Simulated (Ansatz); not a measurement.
We consider chalcopyrite CuInS₂, described by LDA in Ansatz (plane waves, PAW).

Run with plane-wave cutoff 520 eV, 10×10×10 k mesh, Fermi–Dirac smearing 0.01 eV, no spin polarisation, scalar-relativistic PAW data made under PBE.

Energies at three volumes about the minimum:

```json
[
 {"V (Å³/atom)": "19.709", "E − E_lowest (meV/atom)": "2.18"},
 {"V (Å³/atom)": "20.112", "E − E_lowest (meV/atom)": "0.00"},
 {"V (Å³/atom)": "20.514", "E − E_lowest (meV/atom)": "2.03"}
]
```

Task: Fit a parabola by hand: where is the minimum, and what is the bulk modulus?

Result: Slopes: (0.00 − 2.18)/(20.112 − 19.709) = -5.409 and (2.03 − 0.00)/(20.514 − 20.112) = 5.050 meV/Å³. Curvature E″ = 2 × (5.050 − (-5.409))/(20.514 − 19.709) = 25.985 meV/Å⁶. From the middle of the first interval, the slope vanishes at V0 = 19.9105 − (-5.409)/25.985 = 20.119 Å³/atom. B = V0 E″ = 20.119 × 25.985 meV/Å³ × 0.1602 GPa per meV/Å³ = 83.8 GPa. The full Birch–Murnaghan fit to all volumes gives V0 = 20.111 Å³/atom and B0 = 83.8 GPa.

Shape and atoms are relaxed at each volume.

Note: the bulk modulus comes from volumes at which shape and atoms were relaxed.

Ansatz is a quantum-chemistry and plane-wave program.
